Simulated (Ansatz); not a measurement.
Runs of Ansatz 0.2.0 on Hf. It takes space group Fm-3m (No. 225, cubic). The conventional cell has a = 4.440 Å, b = 4.440 Å, c = 4.440 Å, α = 90.00°, β = 90.00°, γ = 90.00°. Hf (site symmetry m-3m) has 12 Hf at 3.14 Å as nearest neighbours. This isn't the form of Hf at room conditions, which is hcp.

| level | cutoff (eV) | gap on the mesh (eV) | pressure (GPa) | relaxed volume (Å³/atom) |
| --- | --- | --- | --- | --- |
| LDA | 420 | none | 0.0 | (a) |
| PBEsol | 420 | none | 0.0 | 21.55 |
| r2SCAN | 500 | none | 0.0 | 22.43 |
| RPBE | 420 | none | 0.0 | 23.19 |
| BLYP | 420 | none | 0.0 | 23.10 |
| revPBE | 420 | none | 0.0 | (b) |

Alike in all rows: task relaxation of cell and atoms; potentials or basis Ansatz PAW; no spin polarisation; cell relaxed; k mesh 10 × 10 × 10; smearing fermi-dirac 0.05 eV.

Question: Estimate the missing entries.

Answer: (a) 20.76; (b) 23.00.

Caveats: the plane-wave basis is chosen anew once the cell has moved, so the energies of steps on either side of that aren't comparable; the PAW data sets come from PBE, with cores solved anew for the run's functional, which leaves a small shift of forces and pressure.

A k mesh can miss the band edges, and the runs leave out spin-orbit coupling on Hf.

A gap of «none» marks a metal or a gap under the smearing width.

Runs at the PBE level aren't shown here.
